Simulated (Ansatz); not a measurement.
**BN: zone-centre modes**

The calculation used DFT PBEsol, scalar-relativistic, plane waves, PAW in Ansatz. Plane waves to 420 eV; Γ-centred k mesh 12×12×12; fixed occupations. No spin polarisation. Phonons by linear response, acoustic sum rule imposed.

The cell, relaxed at this level:
```
B N
1.0
     1.25208    0.72289    3.49491
    -1.25208    0.72289    3.49491
     0.00000   -1.44578    3.49491
B N
1 1
Direct
  0.99962 0.99962 0.99962
  0.33281 0.33281 0.33281
```

The crystal is built of layers and no dispersion correction was added, so the binding between them is poorly described, and with it their spacing and whatever depends on it.

Task: Is this structure stable against zone-centre distortions?

Result: Yes, at Γ: no optical mode is imaginary. Strains and other wave vectors aren't tested by this run.

Task: List the optical modes at Γ without the LO field (i marks imaginary ones).

Result:
```
frequency (cm⁻¹) degeneracy IR intensity of the level ((D/Å)²/amu)
             756           1                                    1.49
            1363           2                                   55.36
```

This form isn't the usual stable structure of the compound.

Cost: 1 run of about 1.1 core-minutes, on Arm Neoverse V1 (shared hosts).